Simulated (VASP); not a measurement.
PbS, 4 atoms in the cell. The cell holds a slab with vacuum, 4 atoms: a = 4.141 Å, b = 4.141 Å, c = 11.509 Å, α = 97.05°, β = 97.05°, γ = 90.10°.  The cell isn't the ideal one: strained and moved within a subgroup.

| Item | Value |
| --- | --- |
| Program | VASP 6.6.1 |
| Task | single point |
| Functional | PBE |
| Potentials or basis | VASP PAW PBE potentials, release 64 (Pb_d, S) |
| Cutoff | 520 eV |
| k mesh | 8 × 8 × 4 |
| Occupations | gaussian, width 0.02 eV |
| Spin | no spin polarisation |
| Dipole correction | no |
| Further INCAR settings | ALGO = Fast; EDIFF = 1e-06; NBANDS = 28 |

Potentials or basis: VASP PAW PBE potentials, release 64 (Pb_d, S).

Launch:

```sh
$ cat potpaw_PBE.64/Pb_d/POTCAR potpaw_PBE.64/S/POTCAR > POTCAR
$ mpirun -np 1 vasp_std > vasp.out
```

Hardware: 1 thread of Intel(R) Xeon(R) 6975P-C (Granite Rapids) (shared host).

Q: How long does it take, and how much memory?

A: It took 2.9 min on 1 thread of Intel(R) Xeon(R) 6975P-C (Granite Rapids) (shared host), peak memory 0.52 GiB. Counts: scf iterations 17, k points 78.
